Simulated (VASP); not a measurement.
# A VASP study of Bi (r2SCAN): structure first, properties next, part 5 of 5

Wanted: the relaxed cell of Bi and its properties. The start is a computed cell from the Materials Project.

VASP 6.6.1; r2SCAN; plane waves and PAW (Bi_d).

Still holding for the runs below: The k-mesh is coarse for a metal.

So far. Step 5 (Total and projected DOS (r2SCAN)): The finer mesh and the other smearing move the Fermi level by +0.04 eV from the 6×6×4 run, a small shift, which tests the Fermi level alone. Of the states within 0.3 eV of the Fermi level, the largest shares in the PAW spheres are Bi p 46 % and Bi s 6 %. The rest lies in smaller channels or between the spheres.

The starting crystal is not the ambient structure of Bi (space group No. 166); it is a model or a phase of other conditions.

### Step 7. Electric field gradients (r2SCAN)

Field gradients probe how far the charge around each nucleus departs from cubic symmetry; LASPH keeps the non-spherical terms inside the spheres.

The input, INCAR:

```
SYSTEM = Bi
PREC = Accurate
ENCUT = 400
EDIFF = 1E-07
NELM = 100
ISMEAR = 1
SIGMA = 0.2
LREAL = .FALSE.
ALGO = Normal
METAGGA = R2SCAN
LASPH = .TRUE.
NBANDS = 37
LORBIT = 11
LWAVE = .FALSE.
LCHARG = .FALSE.
KPAR = 4
LEFG = .TRUE.
```

The input, POSCAR:

```
Bi
1.0
    4.5736851378      0.0000000000      0.0997785231
    0.0000000000      4.5620271572      0.0000000000
   -0.1966821687      0.0000000000      6.5862736457
Bi
4
Direct
    0.7498865236      0.7500000000      0.7507821817
    0.2501134764      0.2500000000      0.2492178183
    0.7485980577      0.7500000000      0.2514715859
    0.2514019423      0.2500000000      0.7485284141
```

The input, KPOINTS:

```
Automatic mesh
0
Gamma
6 6 4
0 0 0
```

Potentials, in the order of the species: Bi_d (PBE family, release 64).

Run with:

```bash
$ mpirun -np 4 vasp_std
```

The log of the run:

```text
[... set-up lines as in an earlier step ...]
 entering main loop
       N       E                     dE             d eps       ncg     rms          rms(c)
DAV:   1     0.452150535539E+03    0.45215E+03   -0.28337E+04  4144   0.171E+03
DAV:   2    -0.173112061689E+03   -0.62526E+03   -0.61513E+03  4154   0.502E+02
DAV:   3    -0.244168325528E+03   -0.71056E+02   -0.69856E+02  4879   0.196E+02
DAV:   4    -0.247378370094E+03   -0.32100E+01   -0.31930E+01  4652   0.449E+01
DAV:   5    -0.247568872113E+03   -0.19050E+00   -0.19047E+00  5469   0.913E+00    0.171E+00
DAV:   6    -0.233696521871E+03    0.13872E+02   -0.37079E+00  4950   0.239E+01    0.119E+00
DAV:   7    -0.233695404915E+03    0.11170E-02   -0.33681E-02  5739   0.156E+00    0.803E-01
DAV:   8    -0.233709107112E+03   -0.13702E-01   -0.96068E-02  4755   0.273E+00    0.226E-01
DAV:   9    -0.233707016295E+03    0.20908E-02   -0.82263E-03  5452   0.818E-01    0.132E-01
DAV:  10    -0.233706189243E+03    0.82705E-03   -0.40160E-03  4934   0.666E-01    0.222E-02
DAV:  11    -0.233706203364E+03   -0.14122E-04   -0.12767E-04  4856   0.671E-02    0.127E-02
DAV:  12    -0.233706201104E+03    0.22605E-05   -0.19697E-05  5770   0.322E-02    0.665E-03
DAV:  13    -0.233706201924E+03   -0.81989E-06   -0.43876E-06  5186   0.223E-02    0.167E-03
DAV:  14    -0.233706201925E+03   -0.96861E-09   -0.20606E-07  3376   0.418E-03
ion   1
     0.0000000    -0.0000000    -0.0000000     0.0215235    -0.0215623     0.0076969
     0.0000690    -0.0000000    -0.0000000     0.0215235    -0.0215623     0.0076969
     0.0000950    -0.0000000    -0.0000000     0.0215235    -0.0215623     0.0076969
     0.0001308    -0.0000000    -0.0000000     0.0215235    -0.0215623     0.0076969
     0.0001801    -0.0000000    -0.0000000     0.0215235    -0.0215623     0.0076969

     0.0000000     0.0000000     0.0000000    37.4629288     2.8698329    -2.2169802
     0.0000690     0.0000000     0.0000000    37.3998824     2.8638130    -2.2127951
     0.0000950     0.0000000     0.0000000    37.3709011     2.8610000    -2.2108536
     0.0001308     0.0000000     0.0000000    37.3273852     2.8567473    -2.2079272
     0.0001801     0.0000000     0.0000000    37.2623319     2.8503464    -2.2035359

ion   2
     0.0000000    -0.0000000    -0.0000000     0.0215235    -0.0215623     0.0076969
     0.0000690    -0.0000000    -0.0000000     0.0215235    -0.0215623     0.0076969
     0.0000950    -0.0000000    -0.0000000     0.0215235    -0.0215623     0.0076969
     0.0001308    -0.0000000    -0.0000000     0.0215235    -0.0215623     0.0076969
     0.0001801    -0.0000000    -0.0000000     0.0215235    -0.0215623     0.0076969

     0.0000000     0.0000000     0.0000000    37.4629288     2.8698329    -2.2169802
     0.0000690     0.0000000     0.0000000    37.3998824     2.8638130    -2.2127951
     0.0000950     0.0000000     0.0000000    37.3709011     2.8610000    -2.2108536
     0.0001308     0.0000000     0.0000000    37.3273852     2.8567473    -2.2079272
     0.0001801     0.0000000     0.0000000    37.2623319     2.8503464    -2.2035359

ion   3
     0.0000000     0.0000000    -0.0000000     0.0222149    -0.0214406     0.0077620
     0.0000690     0.0000000    -0.0000000     0.0222149    -0.0214406     0.0077620
     0.0000950     0.0000000    -0.0000000     0.0222149    -0.0214406     0.0077620
     0.0001308     0.0000000    -0.0000000     0.0222149    -0.0214406     0.0077620
     0.0001801     0.0000000    -0.0000000     0.0222149    -0.0214406     0.0077620

     0.0000000    -0.0000000     0.0000000    37.3273865     2.8321080    -2.2386311
     0.0000690    -0.0000000     0.0000000    37.2646077     2.8261610    -2.2344066
     0.0000950    -0.0000000     0.0000000    37.2357510     2.8233815    -2.2324468
     0.0001308    -0.0000000     0.0000000    37.1924233     2.8191792    -2.2294927
     0.0001801    -0.0000000     0.0000000    37.1276527     2.8128537    -2.2250597

ion   4
     0.0000000     0.0000000    -0.0000000     0.0222149    -0.0214406     0.0077620
     0.0000690     0.0000000    -0.0000000     0.0222149    -0.0214406     0.0077620
     0.0000950     0.0000000    -0.0000000     0.0222149    -0.0214406     0.0077620
     0.0001308     0.0000000    -0.0000000     0.0222149    -0.0214406     0.0077620
     0.0001801     0.0000000    -0.0000000     0.0222149    -0.0214406     0.0077620

     0.0000000    -0.0000000     0.0000000    37.3273865     2.8321080    -2.2386311
     0.0000690    -0.0000000     0.0000000    37.2646077     2.8261610    -2.2344066
     0.0000950    -0.0000000     0.0000000    37.2357510     2.8233815    -2.2324468
     0.0001308    -0.0000000     0.0000000    37.1924233     2.8191792    -2.2294927
     0.0001801    -0.0000000     0.0000000    37.1276527     2.8128537    -2.2250597

   1 F= -.23370620E+03 E0= -.23370566E+03  d E =-.162748E-02
```

Wall time 81 s (4 MPI ranks of Intel Xeon 6975P-C (Granite Rapids), shared host); peak memory 1.1 GiB.

Parts of OUTCAR (step 7):

```text
   NELECT =      60.0000    total number of electrons

 E-fermi :   6.4397

 k-point     2 :       0.1667    0.0000    0.0000
  band No.  band energies     occupation
    ...
     26       3.4848      2.00000
     27       3.5259      2.00000
     28       4.8013      2.00000
     29       5.1609      2.00000
     30       5.2761      2.00000
     31       8.8195     -0.00000
     32       8.9401     -0.00000
     33       9.6427     -0.00000
     34      10.3610     -0.00000
     35      10.8008      0.00000
    ...

  Total       -0.0313934      0.0453682      0.0259317      0.0000000      0.0000000      0.0452012
  in kB       -0.3657646      0.5285858      0.3021307      0.0000000      0.0000000      0.5266398
  external PRESSURE =       0.1549839 kB  Pullay stress =       0.0000000 kB

 POSITION                                       TOTAL-FORCE (eV/Angst)
 -----------------------------------------------------------------------------------
      3.28208      3.42152      5.01968        -0.001377      0.000000     -0.006357
      1.09492      1.14051      1.66637         0.001377      0.000000      0.006357
      3.37439      3.42152      1.73095         0.000255      0.000000      0.003951
      1.00261      1.14051      4.95510        -0.000255      0.000000     -0.003951
 -----------------------------------------------------------------------------------
    total drift:                                0.000000      0.000000     -0.000000

  FREE ENERGIE OF THE ION-ELECTRON SYSTEM (eV)
  ---------------------------------------------------
  free  energy   TOTEN  =      -233.7062019248 eV

  energy  without entropy=     -233.7045744470  energy(sigma->0) =     -233.70565943

 Electric field gradients after diagonalization (V/A^2)
 (convention: |V_zz| > |V_xx| > |V_yy|)
----------------------------------------------------------------------
 ion       V_xx      V_yy      V_zz     asymmetry (V_yy - V_xx)/ V_zz
----------------------------------------------------------------------
   1      26.183    21.214   -47.397       0.105
   2      26.183    21.214   -47.397       0.105
   3      26.119    21.104   -47.223       0.106
   4      26.119    21.104   -47.223       0.106
----------------------------------------------------------------------

[... 11 parts as in an earlier step ...]

[... 6 further parts left out ...]
```

This step gave:

| Property | Result |
| --- | --- |
| SCF cycles | 14 |
| irreducible k-points | 56 |
| free energy (TOTEN) | -233.7062 eV |
| Fermi energy | 6.440 eV |
| pressure | 0.01550 GPa |

Electric field gradients, by row:

| atom | Vxx (V/Å²) | Vyy (V/Å²) | Vzz (V/Å²) | asymmetry |
| --- | --- | --- | --- | --- |
| Bi1 | 26.18 | 21.21 | -47.4 | 0.105 |
| Bi2 | 26.18 | 21.21 | -47.4 | 0.105 |
| Bi3 | 26.12 | 21.1 | -47.22 | 0.106 |
| Bi4 | 26.12 | 21.1 | -47.22 | 0.106 |

The largest gradient, -47.40 V/Å², sits on Bi1 and like sites; times the quadrupole moment of a nucleus that has one, it gives the coupling that NMR and NQR see.

### Step 8. Results

- relaxed volume: 34.38 Å³/atom
- relaxed conventional cell a, b, c: 3.295, 4.562, 4.575 Å; angles 90.0, 90.5, 90.0°
- space group after relaxing, within 0.02 Å: P2_1/m (No. 11)
- band gap: none, a metal
- DOS at the Fermi level: 0.606 states/eV/cell
- highest zone-centre mode: 42.2 cm⁻¹
- imaginary zone-centre modes: 5, down to 133i cm⁻¹
- largest field gradient Vzz: -47.40 V/Å² on Bi1

What this shows: With r2SCAN, Bi relaxes to 34.38 Å³/atom in space group P2_1/m (held by the symmetry of the run) and comes out as a metal. Bands along the symmetry lines (r2SCAN): Of the bands kept, 8 cross the Fermi level on this path. Zone-centre phonons (r2SCAN): The highest mode in this list at Γ lies at 42.2 cm⁻¹. 5 modes are imaginary, down to 133.3i cm⁻¹: the energy falls along them. Spin-orbit coupling is left out, and with elements this heavy it would split and shift bands near the Fermi level. The k-sampling is coarse for a metal, so the Fermi level, pressures and the shape of the cell carry errors. Imaginary modes at Γ mean that the cell would distort to a lower symmetry. No search among competing phases was made. All values are for a static lattice at zero temperature.

[Lines on the potential files, build, host, timing and source positions are cut from VASP's logs without a mark.]

[Logs are printed without paths, hosts, clocks, repeated set-up lines and the standing remarks that a program may print on its own settings, such as how far it seeks lower states.]

[Hosts, paths, dates, database ids (printed as entryN), source tags and the programs' standing remarks are cut or masked in the printed files.]

[A measured line is paired with the nearest computed mode of its activity, which favours agreement.]

[In band tables of VASP the shares of atoms and orbitals are scaled to a sum of 1 inside the atoms' spheres.]
